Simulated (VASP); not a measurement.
Set up this calculation in VASP 6.6.1, as the native input.

```
Task                   : relaxation of cell and atoms
Functional             : PBE
Potentials or basis    : VASP PAW PBE potentials, release 64 (Cd, Te)
Cutoff                 : 600 eV
k mesh                 : 10 × 10 × 10
Occupations            : gaussian, width 0.01 eV
Spin                   : no spin polarisation
Dipole correction      : no
Further INCAR settings : ALGO = Normal; EDIFF = 1e-06; IBRION = 2; EDIFFG = -0.001; NSW = 80; ISIF = 3
```

The structure of CdTe lies in POSCAR:

```
CdTe
1.0
    0.0000000000      3.3086866955      3.3086866955
    3.3086866955      0.0000000000      3.3086866955
    3.3086866955      3.3086866955      0.0000000000
Cd Te
1 1
Direct
    0.0000000000      0.0000000000      0.0000000000
    0.7500000000      0.7500000000      0.7500000000
```

The cell isn't the ideal one: cell and atoms relaxed tightly for response.

The input as run:

INCAR

```
SYSTEM = CdTe
PREC = Accurate
ENCUT = 600
EDIFF = 1E-6
ISMEAR = 0
SIGMA = 0.01
LREAL = .FALSE.
LASPH = .TRUE.
NELM = 100
ALGO = Normal
ISIF = 3
LWAVE = .FALSE.
LCHARG = .FALSE.
GGA = PE
IBRION = 2
NSW = 80
EDIFFG = -0.001
```

KPOINTS

```
Automatic mesh
0
G
  10 10 10
  0 0 0
```

Potentials or basis: VASP PAW PBE potentials, release 64 (Cd, Te).

Launch:

```console
$ cat potpaw_PBE.64/Cd/POTCAR potpaw_PBE.64/Te/POTCAR > POTCAR
$ mpirun -np 1 vasp_std > vasp.out
```

Results of the run:

```json
{
 "Relaxed volume": "36.32 Å³/atom",
 "Relaxed cell": "a = 4.684 Å, b = 4.684 Å, c = 4.684 Å, α = 60.00°, β = 60.00°, γ = 60.00°",
 "Space group after relaxing (to 0.05 Å)": "F-43m (No. 216)",
 "Energy gained by relaxing": "0.0 meV/atom",
 "Ionic steps": "2",
 "Pressure after relaxing": "0.0 GPa",
 "Band gap on the k mesh": "0.58 eV, direct"
}
```

Caveat: spin-orbit coupling is left out, which moves the levels of the heavy elements.

Run time: 34 s on 1 thread of Intel(R) Xeon(R) 6975P-C (Granite Rapids), with other jobs on the host, peak memory 0.27 GiB.
